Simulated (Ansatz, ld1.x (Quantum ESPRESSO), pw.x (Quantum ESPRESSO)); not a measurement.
## technetium (Tc): does the TM potential hold in the solid?

```
Element                 : Tc (Z = 43)
Generator               : ld1.x (Quantum ESPRESSO) 7.5
Type                    : norm-conserving Troullier–Martins (Kleinman–Bylander form)
Functional              : PBE
Relativity              : scalar-relativistic
Frozen core             : [Kr]
Valence charge          : 7
Reference configuration : 4d5 5s1.75 5p0.25
Partial waves           : 5p (bound): rc 3.70 bohr; 4d (bound): rc 2.05 bohr; 5s (bound): rc 2.80 bohr
Local potential         : the s channel
Core correction         : none
```

Atomic tests: cutoffs needed: 40 Ry and 50 Ry (the cutoffs (Ry, on a coarse ladder) from which the occupation-weighted sum of valence levels, in a spherical-Bessel basis at the reference potential, stays within 10 and 1 mRy of its value at 400 Ry); ghost test: no extra level below or beside the all-electron valence levels (p, d, s, f tested) (spherical-Bessel basis up to 400 Ry, 20 bohr box); largest excitation error: -111 meV (all-electron minus pseudo) for 4d4 5s2 5p1, out of 7 test configurations.

Crystal test: fcc Tc in pw.x 7.5, no spin, 15³ k-points, Fermi–Dirac smearing 0.01 Ry, cutoffs 60/240 Ry. The reference is all-electron LAPW (Ansatz 0.2.0) with the same functional, mesh and smearing; V0 and B0 come from Birch–Murnaghan fits to the pressures at five volumes. Errors are pseudo minus all-electron; Δ is the rms difference of the E(V) curves that follow from these fits, minima aligned, over ±6 % about the mean V0. Mesh and smearing are coarse, so the numbers serve the comparison and aren't converged zero-temperature values; the lattice is a test structure that the element need not adopt.

```tsv
V (Å³/atom)	P all-electron (GPa)	P pseudo (GPa)
13.816	16.43	43.71
14.179	7.40	32.21
14.543	-0.46	22.12
14.907	-7.31	13.28
15.270	-13.27	5.53
```

All-electron: a0 = 3.873 Å (V0 = 14.52 Å³/atom), B0 = 295.3 GPa.

Pseudopotential: mean pressure error (GPa): +22.81. The pressure does not cross zero within the volumes sampled, so no fit is given. The largest radius (3.70 bohr) exceeds half the bond length (2.59 bohr), so the spheres overlap, which is one possible source of error among others. This is a poor potential for the solid.

**Question.** At the middle volume, how do free energy and pressure move when the wave cutoff is lowered (ecutrho kept at four times it)?

**Answer.**

| cutoff (Ry) | shift of F (meV/atom) | shift of P (GPa) |
| --- | --- | --- |
| 27 | +3012.0 | -132.58 |
| 36 | +304.4 | -23.48 |
| 48 | +2.6 | -0.28 |

The run at the middle volume (120 k-points, 8 iterations) took about 7.6 s on one core of a shared host (Neoverse-V2, 96 threads, 742 GiB, load 52).
